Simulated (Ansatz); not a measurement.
Wurtzite MgO, relaxed with r2SCAN in Ansatz. It is hexagonal, P6_3mc (No. 186); a = 3.288 Å, c = 5.034 Å in the conventional setting, 11.79 Å³ an atom. Mg has 4 O at 1.97–1.99 Å; O has 4 Mg at 1.97–1.99 Å.

The axes x, y and z are those of this cell:
```yaml
crystal:
  lattice:
    - [3.28822, 0.00000, 0.00000]
    - [-1.64411, 2.84768, 0.00000]
    - [0.00000, 0.00000, 5.03437]
  atoms:
    - { symbol: Mg, position: [0.33333, 0.66667, 0.99016] }
    - { symbol: Mg, position: [0.66667, 0.33333, 0.49016] }
    - { symbol: O, position: [0.33333, 0.66667, 0.38484] }
    - { symbol: O, position: [0.66667, 0.33333, 0.88484] }
```

Unstrained: The PBE gap is direct at Γ: 3.556 eV. r2SCAN gives a direct gap of 4.223 eV at Γ. With HSE06 the gap is 5.158 eV and direct, at Γ. Meshes: PBE 12×12×6, r2SCAN 12×12×6, HSE06 6×6×4. Strains are changes of length per length. After each strain the atoms were relaxed again with r2SCAN in this cell and within any symmetry left, so distortions that break it or need a larger cell weren't tested; points keep the names that they have in the unstrained zone. Under uniaxial strain the other axes carry as much stress as the strained one: the cell is very soft in shear and may be mechanically unstable. Note: simulated data, non-magnetic, for a generated structure that need not be the stable one.

Problem. Estimate what uniaxial -4.0 % along z, other directions held does to the gap.

Solution. PBE: the gap goes from 3.556 to 3.613 eV (+0.057 eV). r2SCAN: the gap goes from 4.223 to 4.284 eV (+0.061 eV). HSE06: the gap goes from 5.158 to 5.223 eV (+0.065 eV). The r2SCAN energy rises by 6.2 meV an atom.

Problem. Apply uniaxial +3.0 % along z, other directions held. How far does the gap move, against the unstrained cell?

Solution. PBE: the gap goes from 3.556 to 3.504 eV (-0.052 eV). r2SCAN: the gap goes from 4.223 to 4.163 eV (-0.060 eV). HSE06: the gap goes from 5.158 to 5.093 eV (-0.065 eV). The r2SCAN energy rises by 4.4 meV an atom.

Problem. Estimate what uniaxial -1.0 % along z, other directions held does to the gap.

Solution. PBE: the gap goes from 3.556 to 3.573 eV (+0.017 eV). r2SCAN: the gap goes from 4.223 to 4.240 eV (+0.017 eV). HSE06: the gap goes from 5.158 to 5.178 eV (+0.020 eV). The r2SCAN energy rises by 0.4 meV an atom.

Problem. Estimate what uniaxial -2.0 % along z, other directions held does to the gap.

Solution. PBE: the gap goes from 3.556 to 3.587 eV (+0.031 eV). r2SCAN: the gap goes from 4.223 to 4.255 eV (+0.032 eV). HSE06: the gap goes from 5.158 to 5.194 eV (+0.036 eV). The r2SCAN energy rises by 1.7 meV an atom.

Problem. Apply uniaxial +2.0 % along z, other directions held. How far does the gap move, against the unstrained cell?

Solution. PBE: the gap goes from 3.556 to 3.522 eV (-0.034 eV). r2SCAN: the gap goes from 4.223 to 4.184 eV (-0.039 eV). HSE06: the gap goes from 5.158 to 5.116 eV (-0.042 eV). The r2SCAN energy rises by 1.9 meV an atom.

Problem. Apply uniaxial -3.0 % along z, other directions held. How far does the gap move, against the unstrained cell?

Solution. PBE: the gap goes from 3.556 to 3.600 eV (+0.044 eV). r2SCAN: the gap goes from 4.223 to 4.270 eV (+0.047 eV). HSE06: the gap goes from 5.158 to 5.209 eV (+0.051 eV). The r2SCAN energy rises by 3.6 meV an atom.

Problem. Estimate what uniaxial +1.0 % along z, other directions held does to the gap.

Solution. PBE: the gap goes from 3.556 to 3.541 eV (-0.015 eV). r2SCAN: the gap goes from 4.223 to 4.205 eV (-0.018 eV). HSE06: the gap goes from 5.158 to 5.139 eV (-0.019 eV). The r2SCAN energy rises by 0.5 meV an atom.

Problem. Apply uniaxial +4.0 % along z, other directions held. How far does the gap move, against the unstrained cell?

Solution. PBE: the gap goes from 3.556 to 3.482 eV (-0.074 eV). r2SCAN: the gap goes from 4.223 to 4.140 eV (-0.083 eV). HSE06: the gap goes from 5.158 to 5.067 eV (-0.091 eV). The r2SCAN energy rises by 8.0 meV an atom.

The meshes of the hybrids are coarse, so their gaps aren't converged to the digits shown.
